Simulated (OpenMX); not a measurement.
Wanted: the native input for an OpenMX 3.8.5 run.

- Task: band structure
- Functional: PBE
- Potentials or basis: OpenMX 2013 PBE set, Si7.0-s2p2d1, O6.0-s2p2d1, grid cutoff 400 Ry
- k mesh: 7 × 7 × 5
- Occupations: fermi-dirac, width 0.05 eV
- Spin: no spin polarisation
- Mixing scheme: rmm-diisk
- SCF threshold: 1e-08 Ha
- Solver: band
- Max SCF cycles: 100

Crystal: SiO2 (Cristobalite).

```
CELL_PARAMETERS angstrom
4.98200 0.00000 0.00000
0.00000 4.98200 0.00000
0.00000 0.00000 6.96300
ATOMIC_POSITIONS crystal
Si 0.79897 0.20103 0.75000
Si 0.70103 0.70103 0.50000
Si 0.20103 0.79897 0.25000
Si 0.29897 0.29897 0.00000
O 0.10347 0.23989 0.82187
O 0.26011 0.60347 0.07187
O 0.89653 0.76011 0.32187
O 0.73989 0.39653 0.57187
O 0.60347 0.26011 0.92813
O 0.76011 0.89653 0.67813
O 0.39653 0.73989 0.42813
O 0.23989 0.10347 0.17813
```

The input as run:

SiO2.dat

```
System.CurrrentDirectory             ./
System.Name                          SiO2
DATA.PATH                            ./DFT_DATA13
level.of.stdout                      1
level.of.fileout                     1
Species.Number                       2
<Definition.of.Atomic.Species
  Si  Si7.0-s2p2d1           Si_PBE13
  O   O6.0-s2p2d1            O_PBE13
Definition.of.Atomic.Species>

Atoms.Number                         12
Atoms.SpeciesAndCoordinates.Unit     FRAC
<Atoms.SpeciesAndCoordinates
    1  Si    0.7989700000    0.2010300000    0.7500000000   2.000  2.000
    2  Si    0.7010300000    0.7010300000    0.5000000000   2.000  2.000
    3  Si    0.2010300000    0.7989700000    0.2500000000   2.000  2.000
    4  Si    0.2989700000    0.2989700000    0.0000000000   2.000  2.000
    5  O     0.1034700000    0.2398900000    0.8218700000   3.000  3.000
    6  O     0.2601100000    0.6034700000    0.0718700000   3.000  3.000
    7  O     0.8965300000    0.7601100000    0.3218700000   3.000  3.000
    8  O     0.7398900000    0.3965300000    0.5718700000   3.000  3.000
    9  O     0.6034700000    0.2601100000    0.9281300000   3.000  3.000
   10  O     0.7601100000    0.8965300000    0.6781300000   3.000  3.000
   11  O     0.3965300000    0.7398900000    0.4281300000   3.000  3.000
   12  O     0.2398900000    0.1034700000    0.1781300000   3.000  3.000
Atoms.SpeciesAndCoordinates>

Atoms.UnitVectors.Unit               Ang
<Atoms.UnitVectors
     4.9820000000    0.0000000000    0.0000000000
     0.0000000000    4.9820000000    0.0000000000
     0.0000000000    0.0000000000    6.9630000000
Atoms.UnitVectors>

scf.XcType                           GGA-PBE
scf.SpinPolarization                 off
scf.ElectronicTemperature            580.226
scf.energycutoff                     400.0
scf.maxIter                          100
scf.EigenvalueSolver                 band
scf.Kgrid                            7 7 5
scf.Mixing.Type                      rmm-diisk
scf.Init.Mixing.Weight               0.05
scf.Min.Mixing.Weight                0.001
scf.Max.Mixing.Weight                0.3
scf.Mixing.History                   25
scf.Mixing.StartPulay                8
scf.criterion                        1.0e-8
scf.stress.tensor                    on
MD.Type                              nomd
Band.dispersion                      on
Band.Nkpath                          9
<Band.kpath
    7   0.000000  0.000000  0.000000    0.000000  0.500000  0.000000  G X
    7   0.000000  0.500000  0.000000    0.500000  0.500000  0.000000  X M
    9   0.500000  0.500000  0.000000    0.000000  0.000000  0.000000  M G
    5   0.000000  0.000000  0.000000    0.000000  0.000000  0.500000  G Z
    7   0.000000  0.000000  0.500000    0.000000  0.500000  0.500000  Z R
    7   0.000000  0.500000  0.500000    0.500000  0.500000  0.500000  R A
    9   0.500000  0.500000  0.500000    0.000000  0.000000  0.500000  A Z
    5   0.000000  0.500000  0.000000    0.000000  0.500000  0.500000  X R
    5   0.500000  0.500000  0.000000    0.500000  0.500000  0.500000  M A
Band.kpath>
```

Potentials or basis: OpenMX 2013 PBE set, Si7.0-s2p2d1, O6.0-s2p2d1, grid cutoff 400 Ry.

The run is started by

```bash
$ openmx SiO2.dat -nt 1 > SiO2.std
```

Results of the run:

```json
{"Pressure": "10.2 GPa", "Largest force": "0.858 eV/Å", "Band gap on the k mesh": "6.20 eV, direct", "Band gap along the path": "6.20 eV, direct", "Mulliken charges": "Si +1.08; O -0.54 e"}
```

Caveat: Mulliken charges move with the basis; the cell was measured hot, at 340 K; the basis of atomic orbitals isn't converged, which shifts pressures, moduli and gaps.

It took 6.1 min on 1 thread of Arm Neoverse V1, on a shared host, peak memory 1.6 GiB.
